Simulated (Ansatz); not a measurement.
## Convergence notes, G0W0 on LiF (rocksalt)

LiF in the rocksalt structure, relaxed with r2SCAN; one-shot G0W0 in Ansatz without spin-orbit coupling. No spin polarisation and no zero-point or thermal motion.

```cif
data_structure
_symmetry_space_group_name_H-M 'P 1'
_symmetry_Int_Tables_number 1
_cell_length_a 2.8212
_cell_length_b 2.8212
_cell_length_c 2.8212
_cell_angle_alpha 60.000
_cell_angle_beta 60.000
_cell_angle_gamma 60.000
_cell_volume 15.88
loop_
_atom_site_label
_atom_site_type_symbol
_atom_site_fract_x
_atom_site_fract_y
_atom_site_fract_z
_atom_site_occupancy
Li1 Li 0.00000 0.00000 0.00000 1
F1 F 0.50000 0.50000 0.50000 1
```

Gaps are read over the mesh points alone. G0W0 values are finite-basis, finite-mesh values.
```csv
start,potentials,frequency model,mesh,empty bands,screening cutoff (eV),Kohn-Sham gap (eV),G0W0 gap (eV)
PBE,PAW,contour deformation,8×8×8,36,100,9.35,13.46
PBE,PAW,contour deformation,8×8×8,87,180,9.35,13.67
PBE,PAW,contour deformation,8×8×8,168,260,9.35,13.81
HSE06,PAW,contour deformation,8×8×8,87,180,11.67,14.65
r2SCAN,PAW,contour deformation,8×8×8,87,180,10.33,14.18
PBE0,PAW,contour deformation,8×8×8,87,180,12.43,14.86
PBE,PAW,Godby-Needs pole,8×8×8,87,180,9.35,13.66
PBE,PAW,contour deformation,10×10×10,25,80,9.35,13.47
PBE,norm-conserving,contour deformation,8×8×8,87,180,9.32,13.65
```

Over the mesh points the PBE gap of 9.35 eV becomes a quasiparticle gap of 13.81 eV (direct at Γ), a change of +4.46 eV. Renormalisation factors Z lie between 0.81 and 0.89.

Raising bands and cutoff together moves the gap by +0.21 eV (100 to 180 eV), then +0.14 eV (180 to 260 eV); the last step is still large, so the basis limit isn't reached. Starting from HSE06 (11.67 eV against PBE's 9.35 eV) gives 14.65 eV, +0.98 eV from G0W0@PBE at the same screening cutoff. Starting from r2SCAN (10.33 eV against PBE's 9.35 eV) gives 14.18 eV, +0.51 eV from G0W0@PBE at the same screening cutoff. Starting from PBE0 (12.43 eV against PBE's 9.35 eV) gives 14.86 eV, +1.19 eV from G0W0@PBE at the same screening cutoff. The Godby-Needs plasmon pole differs from contour deformation by -0.01 eV. Norm-conserving potentials (wave cutoff 1320 eV against 420 eV) shift the quasiparticle gap by -0.02 eV and the PBE gap by -0.03 eV. r2SCAN runs take a wave cutoff of 500 eV.
